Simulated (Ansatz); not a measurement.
## An Al vacancy and a N vacancy, 5.69 Å apart on the ideal sites in zincblende AlN, 62 atoms, charge 0

All numbers come from Ansatz (PAW, plane waves, no spin–orbit coupling) at the single k point (¼, ¼, ¼) without its symmetry partners. The atoms were relaxed with PBEsol in a fixed cell; other functionals are single points on those atoms unless said otherwise. The valence top and gap of the host come from its small cell on a dense mesh, with the band extrema sought between the mesh points, lined up by the mean potential, PBEsol gap 3.19 eV, r²SCAN gap 3.94 eV.

Cell: a = 8.755 Å, b = 8.755 Å, c = 8.755 Å, α = 90.00°, β = 90.00°, γ = 90.00°.

Nearest atoms after relaxation, from the placed atom (for vacancies from the middle of the vacant sites): Al at 1.81 Å, N at 1.81 Å, N at 1.81 Å, Al at 1.81 Å, Al at 1.81 Å, N at 1.82 Å, Al at 2.88 Å, Al at 2.88 Å.

Chemical potentials μ are those of reference phases of the elements at zero temperature by the same functional (the usual solids, diamond for C, grey Sn, and the molecules H2, N2, O2, F2, Cl2, Br2 and S8).

```csv
functional,E(defect) − E(host) − Σ nμ + q·E_VBM (eV),monopole (eV),alignment (eV),formation energy at E_F = VBM (eV),moment (μB),"wall time, shared host"
PBEsol,12.80,0.00,0.00,12.80,2.0,68 s on 7 threads of Neoverse-V2 (relaxation)
```

Task: Estimate the formation energy and moment that r²SCAN gives on these atoms.

Result: 13.45 eV at E_F = VBM, moment 2.0 μB.

r²SCAN one-electron levels near the gap (the ten most localised at most), from the host's valence top:

| level (eV) | spin | filling | atoms sharing it | element of the atom with most weight |
| --- | --- | --- | --- | --- |
| -0.15 | up | 1.00 | 11.6 | N |
| -0.07 | up | 1.00 | 7.0 | N |
| -0.06 | up | 1.00 | 11.5 | N |
| -0.04 | down | 1.00 | 6.8 | N |
| -0.03 | down | 1.00 | 6.7 | N |
| 1.09 | up | 1.00 | 2.1 | N |
| 1.49 | down | 0.91 | 2.9 | N |
| 1.54 | down | 0.07 | 3.6 | N |
| 1.55 | down | 0.02 | 3.8 | N |
| 4.22 | down | 0.00 | 13.2 | Al |

All elements are taken at their own reference at once; growth conditions in equilibrium with the host shift these energies, by up to the host's formation enthalpy.

One k point and a cell of this size can leave errors of several tenths of an eV in such numbers.
